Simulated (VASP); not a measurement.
The system is HgSe.

```
CELL_PARAMETERS angstrom
0.00000 3.03900 3.03900
3.03900 0.00000 3.03900
3.03900 3.03900 0.00000
ATOMIC_POSITIONS crystal
Hg 0.00000 0.00000 0.00000
Se 0.75000 0.75000 0.75000
```

```yaml
Program: VASP 6.6.1
Task: relaxation of cell and atoms
Functional: optB88-vdW
Potentials_or_basis: VASP PAW PBE potentials, release 64 (Hg, Se)
Cutoff: 600 eV
k_mesh: 8 × 8 × 8
Occupations: fermi-dirac, width 0.05 eV
Spin: no spin polarisation
```

At the start: pressure 4.9 GPa; volume 28.07 Å³/atom.

Q: Where does the relaxation end?

A: Over 3 steps the energy falls by 35.4 meV/atom and the volume is 30.60 Å³/atom (+9.0 %); space group F-43m (No. 216, to 0.05 Å).

Step by step:
| step | energy change (eV) | largest force (eV/Å) | pressure (GPa) | volume (Å³) |
| --- | --- | --- | --- | --- |
| 1 | 0.0000 | 0.0000 | 4.86 | 56.13 |
| 2 | -0.0613 | 0.0000 | -1.39 | 63.34 |
| 3 | -0.0709 | 0.0000 | 0.00 | 61.21 |

Final structure:
```
CELL_PARAMETERS angstrom
0.00000 3.12798 3.12798
3.12798 0.00000 3.12798
3.12798 3.12798 0.00000
ATOMIC_POSITIONS crystal
Hg 0.00000 0.00000 0.00000
Se 0.75000 0.75000 0.75000
```

Caveat: the PAW data sets were made with another functional, which shifts forces and pressure a little.
